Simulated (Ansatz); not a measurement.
## Response properties of BaO (Fm-3m)

The conventional cell has a = 5.490 Å, b = 5.490 Å, c = 5.490 Å, α = 90.00°, β = 90.00°, γ = 90.00°. Ba (atom 1) is surrounded by 6 O at 2.75 Å. Around O (atom 2) lie 6 Ba at 2.75 Å.

Ansatz runs use the cell relaxed by PAW under their functional.

(1) What are its gap and electron mass? (PBEsol, all-electron LAPW in Ansatz 0.2.0, scalar-relativistic; a = 5.490 Å; k mesh 8×8×8, fixed occupations, basis error target 1 meV/atom)

(2) How stiff is it? (PBEsol, all-electron LAPW in Ansatz 0.2.0, scalar-relativistic; a = 5.490 Å; k mesh 8×8×8, strains of ±0.008, fixed occupations, basis error target 1 meV/atom)

(3) How does it vibrate? (PBEsol, all-electron LAPW in Ansatz 0.2.0, scalar-relativistic; a = 5.490 Å; k mesh 6×6×6, fixed occupations, basis error target 1 meV/atom; q mesh 2×2×2)

(4) How does it screen a field? (PBEsol, PAW on Ansatz 0.2.0's default frozen-core files (fitted under PBE), scalar-relativistic; a = 5.490 Å; k mesh 6×6×6, fixed occupations, cutoff 420 eV)

(5) How much do local fields and the kernel change ε∞?

## Answers

(1) Kohn-Sham band edges (the gap between refined extrema, the direct gap on the fine mesh): gap = 1.84 eV, least direct gap = 1.84 eV, electron conductivity mass = 0.494 mₑ, ε∞ without local fields (PAW) = 4.52.

(2) Elastic moduli (Hill averages, relaxed ions; θ_D from sound speeds over directions): B = 77.8 GPa, G = 37.6 GPa, C11 = 135 GPa, C44 = 34.4 GPa, ν = 0.292, θ_D = 299 K.

(3) Harmonic phonons by finite displacements (no LO-TO term; negative means unstable): highest mode = 379 cm⁻¹, lowest at L = 58.5 cm⁻¹, lowest at X = 78.2 cm⁻¹, highest at Γ = 76.5 cm⁻¹.

(4) Dielectric response and Born charges by linear response (direction means): ε∞ = 4.28, largest |Z*| = 2.78 e, ε₀ = 114.5.

(5) From 4.52 (independent particles) to 4.28 (linear response), -5 %. The two sums use different k meshes, so a part of a few per cent can be the mesh's.

Keep in mind: no spin-orbit coupling on heavy atoms (band edges); semilocal gaps are low, and light masses and ε∞ follow the gap (band edges); frozen-core PAW files fitted under PBE, their cores solved anew for the functional of the run (field response); zone-boundary modes aren't tested (field response); semilocal gaps are low, so ε∞ comes out large.
